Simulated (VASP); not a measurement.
# Na (Im-3m) in VASP: RPA correlation energy with PBE

Aim: the RPA correlation energy of Na with PBE.

All numbers are computed with VASP 6.6.1; they aren't measurements. Logs are shortened: lines on timing, memory, paths and dates and some standing lists are left out, and cuts for length are marked.

## Step 1: The structure

The structure is cubic, space group Im-3m (No. 229). Conventional cell: a = 4.170 Å, b = 4.170 Å, c = 4.170 Å, α = 90.00°, β = 90.00°, γ = 90.00°. Around Na (site symmetry m-3m) lie 8 Na at 3.61 Å.

## Step 2: RPA correlation energy, PBE

The input, POSCAR:

```
Na
1.0
   -2.0848200000      2.0848200000      2.0848200000
    2.0848200000     -2.0848200000      2.0848200000
    2.0848200000      2.0848200000     -2.0848200000
Na
1
Direct
    0.0000000000      0.0000000000      0.0000000000
```

The input, INCAR.step1:

```
ALGO     = Normal         # electronic algorithm
EDIFF    = 1E-8           # SCF threshold, eV
ENCUT    = 450            # plane-wave cutoff, eV
GGA      = PE             # functional
ISMEAR   = 0              # smearing method
LASPH    = True           # aspherical terms in the spheres
LCHARG   = False          # write CHGCAR
LREAL    = False          # projectors in reciprocal space
LWAVE    = True           # write WAVECAR
NELM     = 80             # most SCF steps
PREC     = Accurate       # precision mode
SIGMA    = 0.05           # smearing width, eV
```

The input, INCAR.step2:

```
AEXX     = 1.0            # exact-exchange fraction
AGGAC    = 0.0          
ALDAC    = 0.0          
ALGO     = EIGENVAL       # electronic algorithm
EDIFF    = 1E-8           # SCF threshold, eV
ENCUT    = 450            # plane-wave cutoff, eV
GGA      = PE             # functional
ISMEAR   = 0              # smearing method
ISTART   = 1            
LASPH    = True           # aspherical terms in the spheres
LCHARG   = False          # write CHGCAR
LHFCALC  = True           # exact exchange
LREAL    = False          # projectors in reciprocal space
LWAVE    = False          # write WAVECAR
NELM     = 1              # most SCF steps
PREC     = Accurate       # precision mode
PRECFOCK = Fast         
SIGMA    = 0.05           # smearing width, eV
```

The input, INCAR.step3:

```
ALGO     = Exact          # electronic algorithm
EDIFF    = 1E-8           # SCF threshold, eV
ENCUT    = 450            # plane-wave cutoff, eV
GGA      = PE             # functional
ISMEAR   = 0              # smearing method
ISTART   = 1            
LASPH    = True           # aspherical terms in the spheres
LCHARG   = False          # write CHGCAR
LOPTICS  = True           # frequency-dependent dielectric function
LREAL    = False          # projectors in reciprocal space
LWAVE    = True           # write WAVECAR
NBANDS   = 798            # bands
NELM     = 1              # most SCF steps
PREC     = Accurate       # precision mode
SIGMA    = 0.05           # smearing width, eV
```

The input, INCAR.step4:

```
ALGO     = ACFDT          # electronic algorithm
EDIFF    = 1E-8           # SCF threshold, eV
ENCUT    = 450            # plane-wave cutoff, eV
ENCUTGW  = 250            # cutoff of the response function
GGA      = PE             # functional
ISMEAR   = 0              # smearing method
ISTART   = 1            
LASPH    = True           # aspherical terms in the spheres
LCHARG   = False          # write CHGCAR
LREAL    = False          # projectors in reciprocal space
LWAVE    = False          # write WAVECAR
NBANDS   = 798            # bands
NELM     = 80             # most SCF steps
NOMEGA   = 12             # frequency points
PREC     = Accurate       # precision mode
PRECFOCK = Fast         
SIGMA    = 0.05           # smearing width, eV
```

The input, KPOINTS:

```
k-points
0
Gamma
  6 6 6
```

Potentials or basis: VASP PAW PBE potentials, release 64 (Na_sv_GW).

On the command line:

```sh
> cat potpaw_PBE.64/Na_sv_GW/POTCAR > POTCAR
> cp INCAR.step1 INCAR
> mpirun -np 1 vasp_std > vasp.out
> cp INCAR.step2 INCAR
> mpirun -np 1 vasp_std > vasp.out
> cp INCAR.step3 INCAR
> mpirun -np 1 vasp_std > vasp.out
> cp INCAR.step4 INCAR
> mpirun -np 1 vasp_std > vasp.out
```

OUTCAR:

```text
EDIFF = 1E-8
   ENCUT = 450
   ENCUTGW = 250
   GGA = PE
   ISMEAR = 0
   ISTART = 1
   LASPH = True
   LREAL = False
   NELM = 80
   PREC = Accurate
   PRECFOCK = Fast

 ion  position               nearest neighbor table
   1  0.000  0.000  0.000-

  LATTYP: Found a body centered cubic cell.
 ALAT       =     4.1696400000

  Lattice vectors:

 A1 = (  -2.0848200000,   2.0848200000,   2.0848200000)
 A2 = (   2.0848200000,  -2.0848200000,   2.0848200000)
 A3 = (   2.0848200000,   2.0848200000,  -2.0848200000)

Analysis of symmetry for initial positions (statically):
=====================================================================
 Subroutine PRICEL returns:
 Original cell was already a primitive cell.

 Routine SETGRP: Setting up the symmetry group for a
 body centered cubic supercell.

 Subroutine GETGRP returns: Found 48 space group operations
 (whereof 48 operations were pure point group operations)
 out of a pool of 48 trial point group operations.

The static configuration has the point symmetry O_h .

Analysis of symmetry for dynamics (positions and initial velocities):
=====================================================================
 Subroutine PRICEL returns:
 Original cell was already a primitive cell.

 Routine SETGRP: Setting up the symmetry group for a
 body centered cubic supercell.

 Subroutine GETGRP returns: Found 48 space group operations
 (whereof 48 operations were pure point group operations)
 out of a pool of 48 trial point group operations.

The dynamic configuration has the point symmetry O_h .

 Subroutine INISYM returns: Found 48 space group operations
 (whereof 48 operations are pure point group operations),
 and found     1 'primitive' translations

----------------------------------------------------------------------------------------

                                     Primitive cell

  volume of cell :      36.2465

  direct lattice vectors                    reciprocal lattice vectors
    -2.084820000  2.084820000  2.084820000     0.000000000  0.239828858  0.239828858
     2.084820000 -2.084820000  2.084820000     0.239828858  0.000000000  0.239828858
     2.084820000  2.084820000 -2.084820000     0.239828858  0.239828858  0.000000000

  length of vectors
     3.611014165  3.611014165  3.611014165     0.339169224  0.339169224  0.339169224

  position of ions in fractional coordinates (direct lattice)
     0.000000000  0.000000000  0.000000000

  ion indices of the primitive-cell ions
   primitive index   ion index
                 1           1

----------------------------------------------------------------------------------------

 KPOINTS: k-points

Automatic generation of k-mesh.
 Grid dimensions read from file:
 generate k-points for:    6    6    6

 Generating k-lattice:

  Cartesian coordinates                     Fractional coordinates (reciprocal lattice)
     0.000000000  0.039971476  0.039971476     0.166666667  0.000000000  0.000000000
     0.039971476  0.000000000  0.039971476     0.000000000  0.166666667  0.000000000
     0.039971476  0.039971476  0.000000000     0.000000000  0.000000000  0.166666667

  Length of vectors
     0.056528204  0.056528204  0.056528204

  Shift w.r.t. Gamma in fractional coordinates (k-lattice)
     0.000000000  0.000000000  0.000000000

 Subroutine IBZKPT returns following result:
 ===========================================

 Found     16 irreducible k-points:

 Following reciprocal coordinates:
            Coordinates               Weight
  0.000000  0.000000  0.000000      1.000000
  0.166667  0.000000  0.000000     12.000000
  0.333333  0.000000  0.000000     12.000000
  0.500000  0.000000  0.000000      6.000000
  0.166667  0.166667  0.000000     24.000000
  0.333333  0.166667  0.000000     48.000000
[... 8 lines left out ...]
  0.500000  0.500000  0.333333     12.000000
  0.500000  0.500000  0.500000      1.000000
   k-points           NKPTS =     16   k-points in BZ     NKDIM =    216   number of bands    NBANDS=    798
   number of dos      NEDOS =    301   number of ions     NIONS =      1
   total plane-waves  NPLWV =  21952
   dimension x,y,z NGX =    28 NGY =   28 NGZ =   28
   dimension x,y,z NGXF=    56 NGYF=   56 NGZF=   56
   ions per type =               1
   NGX,Y,Z   is equivalent  to a cutoff of  12.89, 12.89, 12.89 a.u.
   NGXF,Y,Z  is equivalent  to a cutoff of  25.78, 25.78, 25.78 a.u.
 SYSTEM =  unknown system
   PREC   = accura    normal or accurate (medium, high low for compatibility)
   ISTART =      1    job   : 0-new  1-cont  2-samecut
   ICHARG =      0    charge: 1-file 2-atom 10-const
   ISPIN  =      1    spin polarized calculation?
   LNONCOLLINEAR =      F non collinear calculations
   LSORBIT =      F    spin-orbit coupling
   LASPH  =      T    aspherical Exc in radial PAW
   ENCUT  =  450.0 eV  33.07 Ry    5.75 a.u.   6.25  6.25  6.25*2*pi/ulx,y,z
   NELM   =     80;   NELMIN=  2; NELMDL=  0     # of ELM steps
   EDIFF  = 0.1E-07   stopping-criterion for ELM
   LREAL  =      F    real-space projection
   EDIFFG = 0.1E-06   stopping-criterion for IOM
   NSW    =      0    number of steps for IOM
   IBRION =     -1    ionic relax: 0-MD 1-quasi-New 2-CG
   NFREE  =      0    steps in history (QN), initial steepest desc. (CG)
   ISIF   =      0    stress and relaxation
   ISYM   =      3    0-nonsym 1-usesym 2-fastsym
   POTIM  = 0.5000    time-step for ionic-motion
   TEBEG  =    0.0;   TEEND  =   0.0 temperature during run
   PSTRESS=    0.0 pullay stress
   NELECT =       9.0000    total number of electrons
   NUPDOWN=      -1.0000    fix difference up-down
   EMIN   =  10.00;   EMAX   =-10.00  energy-range for DOS
   EFERMI =   0.00;   METHOD = LEGACY
   ISMEAR =     0;   SIGMA  =   0.05  broadening in eV -4-tet -1-fermi 0-gaus
   EFERMI_NEDOS =   21; number of points for ismear=-14 and -15
   IALGO  =     38    algorithm
   IMIX   =      4    mixing-type and parameters
     AMIX     =   0.40;   BMIX     =  1.00
     AMIX_MAG =   1.60;   BMIX_MAG =  1.00
  volume/ion in A,a.u.               =      36.25       244.60
  Fermi-wavevector in a.u.,A,eV,Ry     =   1.028965  1.944461 14.405416  1.058768
  Thomas-Fermi vector in A             =   2.162988
   LORBIT       =      0    0 simple, 1 ext, 2 COOP (PROOUT), +10 PAW based schemes
   GGA     = PE    functional components
   LHFCALC =     T    Hartree Fock is set to
   PRECFOCK=fast      Normal, Fast or Accurate (Low or Medium for compatibility)
   ENCUT4O =  -1.0   cutoff for four orbital integrals eV
   NKREDX  =     1    reduce k-point grid by
   NKREDY  =     1    reduce k-point grid by
   NKREDZ  =     1    reduce k-point grid by
   AEXX    =    1.0000 exact exchange contribution
   HFSCREEN=    0.0000 screening length (either q_TF or 0.3 A-1)
   HFSCREENC=   0.0000 screening length for correlation (either q_TF or 0.3 A-1)
   ENCUTFOCK=  -1.0 apply spherical cutoff to Coloumb kernel
   IVDW    =     0    specifies the selected vdW correction
   LEPSILON=     F    determine dielectric tensor
   LRPA    =     F    only Hartree local field effects (RPA)
   LRPAFORCE           =     F    calculate RPA forces
   ENCUTGW             = 250.0    cutoff for response function in eV
   ENCUTGWSOFT         = 200.0    soft cutoff for Coulomb kernel in GW response function in eV
   ENCUTLF             =  -1.0    cutoff for local field effects
   NELMGW              =     1    number of iterations in solving QP/BSE equation
   NELMHF              =     1    number of iterations in the inner HF iteration
   NKREDLFX            =     1    NKREDLFY  =   1   NKREDLFZ  =   1
 non-spin polarized calculation
 Gauss-broadening in eV      SIGMA  =   0.05
  energy-cutoff  :      450.00
  volume of cell :       36.25
 maximum number of plane-waves:       798
 NGX is ok and might be reduce to    28
  NGX = 16; NGY = 16; NGZ = 16
   NGX = 13   NGY = 13   NGZ = 13
 maximum number of plane-waves:       333

      cutoff energy     smooth cutoff   RPA   correlation   Hartree contr. to MP2
---------------------------------------------------------------------------------
            250.000           200.000       -6.9805697020      -10.5350092385
            238.095           190.476       -6.8139586805      -10.3071142440
            226.757           181.406       -6.6391221725      -10.0670212471
            215.959           172.768       -6.4570988719       -9.8163529358
            205.676           164.541       -6.2686778084       -9.5564273794
            195.882           156.705       -6.0754135986       -9.2896512539
            186.554           149.243       -5.8783327677       -9.0177249187
            177.670           142.136       -5.6786806688       -8.7426397163
  linear regression
  converged value                           -8.9047430026      -13.1871577942
```

Wall time 52 min (1 thread of Intel Xeon 6975P-C (Granite Rapids), shared host); peak memory 2.4 GiB.

Results:

| Property | Result |
| --- | --- |
| Band gap on the k mesh, mean-field level | none (metal or under the smearing width) |
| RPA correlation energy | -8.905 eV/atom |
| RPA total energy per cell | -12.580 eV |
| RPA correlation energy per cell | -8.905 eV |

Levels at points of the mesh, in eV from the Fermi level:
| k point | band 1 | band 2 | band 3 | band 4 | band 5 | band 6 | band 7 | band 8 |
| --- | --- | --- | --- | --- | --- | --- | --- | --- |
| (0.00, 0.00, 0.00) | -52.98 | -24.91 | -24.91 | -24.91 | -3.36 | 11.84 | 11.84 | 11.84 |
| (0.50, 0.00, 0.00) | -52.98 | -24.95 | -24.92 | -24.91 | 0.72 | 1.21 | 8.26 | 9.28 |
| (0.50, 0.50, 0.50) | -52.98 | -24.94 | -24.94 | -24.94 | 4.52 | 4.52 | 4.94 | 4.94 |

Caveat: the ground state has no gap, which makes the many-body step unreliable.
